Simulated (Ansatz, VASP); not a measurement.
# Two plane-wave programs on SnTe

INCAR

```
SYSTEM = SnTe
PREC = Accurate
ENCUT = 520
EDIFF = 1E-7
ISMEAR = -1
SIGMA = 0.05
LREAL = .FALSE.
LASPH = .TRUE.
NELM = 80
ALGO = Normal
ISIF = 2
LWAVE = .FALSE.
LCHARG = .FALSE.
GGA = PE
NBANDS = 17
```

Contents of KPOINTS:

```
Automatic mesh
0
G
  7 7 7
  0 0 0
```

The input POSCAR:

```
SnTe
1.0
    0.0000000000      3.2126470615      3.2126470615
    3.2126470615      0.0000000000      3.2126470615
    3.2126470615      3.2126470615      0.0000000000
Te Sn
1 1
Direct
    0.5000000000      0.5000000000      0.5000000000
    0.0000000000      0.0000000000      0.0000000000
```

Contents of input.yaml:

```yaml
crystal:
  lattice:
    - [0.0, 3.2126470615, 3.2126470615]
    - [3.2126470615, 0.0, 3.2126470615]
    - [3.2126470615, 3.2126470615, 0.0]
  atoms:
    - { symbol: Te, position: [0.5, 0.5, 0.5] }
    - { symbol: Sn, position: [0.0, 0.0, 0.0] }
hamiltonian:
  xc: pbe
  pseudopotentials: { kind: paw }
kpoints:
  mp_grid: { grid: [7, 7, 7] }
scf:
  occupations: { method: fermi_dirac, width: 0.05 }
output:
  forces: true
  stress: true
  eigenvalues: true
```

Change from the starting cell: volume scaled by 1.06.

Alike in both runs: task single point; functional PBE; k mesh 7 × 7 × 7; occupations fermi-dirac, width 0.05 eV; no spin polarisation.

```csv
,VASP,Ansatz
version,VASP 6.6.1,Ansatz 0.2.0
potentials or method,"VASP PAW PBE potentials, release 64 (Te, Sn_d)",Ansatz PAW
plane-wave cutoff (eV),520,420
valence electrons in the cell,20,30
```

Ansatz gave:

| Quantity | Value |
| --- | --- |
| gap on the k mesh at the Fermi level (eV) | 0.67 |
| least direct gap on the mesh (eV) | 0.67 |
| pressure (GPa) | -0.3 |

Question: What did VASP give for the same quantities?

Answer: gap on the k mesh at the Fermi level (eV): 0.67; least direct gap on the mesh (eV): 0.67; pressure (GPa): -0.4.

The two sets of potentials don't hold the same shells in valence.

Spin-orbit coupling is left out, which matters for the levels of Te.
